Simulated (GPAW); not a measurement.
# Ge: band structure with PBEsol

Crystal: Ge.

```xyz
1
Lattice="1.3971 -2.6005 0.0000 1.3971 2.6005 0.0000 0.0000 0.0000 2.6982" Properties=species:S:1:pos:R:3 pbc="T T T"
Ge    1.3971    0.0000    0.0000
```

This isn't the form of Ge at room conditions, which is diamond.

| Quantity | Value |
| --- | --- |
| Program | GPAW 26.7.0 |
| Task | band structure |
| Functional | PBEsol |
| Potentials or basis | PAW data sets generated in the run's folder for this functional |
| Cutoff | 600 eV |
| Basis | pw |
| k mesh | 11 × 11 × 10 |
| Occupations | fermi-dirac, width 0.05 eV |
| Spin | no spin polarisation |
| Maxiter | 150 |
| Band path | GXSRAZGYX1A1TY,ZT |
| Band points | 80 |

- Pressure: -4.2 GPa
- Band gap along the path: none (metal or under the smearing width)

Stress tensor (GPa, compression positive):
```
-2.89  0.00  0.00
 0.00 -6.06  0.00
 0.00  0.00 -3.78
```

Levels at the corners of the path, in eV from the Fermi level:
| point | band 1 | band 2 | band 3 | band 4 | band 5 |
| --- | --- | --- | --- | --- | --- |
| Γ | -12.83 | 6.71 | 7.18 | 8.69 | 10.07 |
| X | -7.00 | -3.54 | -2.99 | 11.09 | 16.12 |
| S | -7.79 | -5.27 | 3.49 | 7.45 | 10.58 |
| R | -3.61 | -2.20 | -1.55 | 3.63 | 6.36 |
| A | -2.70 | -0.97 | -0.46 | 0.16 | 5.25 |
| Z | -9.08 | -5.66 | 10.00 | 11.50 | 15.47 |
| Γ | -12.83 | 6.71 | 7.18 | 8.69 | 10.07 |
| Y | -8.65 | -5.49 | 5.27 | 9.09 | 9.92 |
| X1 | -7.00 | -3.54 | -2.99 | 11.09 | 16.12 |
| A1 | -2.70 | -0.97 | -0.46 | 0.16 | 5.25 |
| T | -4.58 | -2.36 | -2.20 | 3.25 | 8.15 |
| Y | -8.65 | -5.49 | 5.27 | 9.09 | 9.92 |
| Z | -9.08 | -5.66 | 10.00 | 11.50 | 15.47 |
| T | -4.58 | -2.36 | -2.20 | 3.25 | 8.15 |

Run time: 23 s on 1 thread of Arm Neoverse V2 (shared host), peak memory 0.19 GiB.
